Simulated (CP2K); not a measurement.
The system is InP.

```xyz
2
Lattice="4.1444 0.0000 0.0000 2.0722 3.5891 0.0000 2.0722 1.1964 3.3838" Properties=species:S:1:pos:R:3 pbc="T T T"
In    0.0000    0.0000    0.0000
P     6.2165    3.5891    2.5379
```

Program: CP2K 2026.2. Alike in all runs: task single point; potentials or basis POTENTIAL_UZH In GTH-PBE-q13, P GTH-PBE-q5; TZVP-MOLOPT-PBE-GTH basis; no spin polarisation; cell as given; k mesh 8 × 8 × 8; smearing fermi-dirac 0.05 eV.

**Question.** Order these runs on this cell by their pressure, lowest first.
A. level PBE
B. level PBE+D3(BJ); cutoff radius of the dispersion sum (A) 20
C. level PBE+D2; cutoff radius of the dispersion sum (A) 20

**Answer.** C (-0.2 GPa), B (1.7 GPa), A (3.9 GPa).

Caveats: the basis of atomic orbitals isn't converged, which shifts pressures, moduli and gaps.
